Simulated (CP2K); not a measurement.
# PbS (Galena) under changes of volume

One of the cells (26.086 Å³/atom); the others are scaled copies at fixed shape and fractional positions:

```xyz
2
Lattice="4.1942 0.0000 0.0000 2.0971 3.6323 0.0000 2.0971 1.2108 3.4246" Properties=species:S:1:pos:R:3 pbc="T T T"
Pb    0.0000    0.0000    0.0000
S     4.1942    2.4215    1.7123
```

| Property | Result |
| --- | --- |
| Program | CP2K 2026.2 |
| Functional | PBEsol |
| Potentials or basis | POTENTIAL_UZH Pb GTH-PBE-q4, S GTH-PBE-q6; TZVP-MOLOPT-PBE-GTH basis |
| Density cutoff | 6123 eV |
| k mesh | 8 × 8 × 8 |
| Occupations | fermi-dirac, width 0.05 eV |
| Spin | no spin polarisation |

| volume (Å³/atom) | energy over the lowest point (meV/atom) | pressure (GPa) | gap on the mesh (eV) |
| --- | --- | --- | --- |
| 24.521 | 37.19 | 5.8 | 0.16 |
| 25.042 | 20.99 | 4.2 | 0.06 |
| 25.564 | 9.70 | 2.8 | 0.02 |
| 26.086 | 2.83 | 1.5 | 0.10 |
| 26.607 | 0.00 | 0.3 | 0.18 |
| 27.129 | 0.88 | -0.8 | 0.25 |
| 27.651 | ? | ? | ? |

Q: What does the run at 27.651 Å³/atom give?

A: Energy over the lowest point 5.13 meV/atom; pressure -1.8 GPa; gap on the mesh 0.31 eV.

Worked out: A Birch-Murnaghan fit of order 3 (a polynomial in V^(-2/3)) to the other rows has its minimum at 26.74 Å³/atom with B0 = V·E''(V) = 57 GPa and B' = 3.8. It gives 5.09 meV/atom at 27.651 Å³/atom, against the run's 5.13, and -dE/dV = -1.8 GPa, against -1.8.

Energies are extrapolated to zero smearing.

Caveats: the potentials were made for another functional, which shifts forces and pressure; spin-orbit coupling is left out, which as a rule narrows the gap of such compounds by several tenths of an eV; the basis of atomic orbitals isn't converged, which shifts pressures, moduli and gaps.

A mesh can miss the band edges.
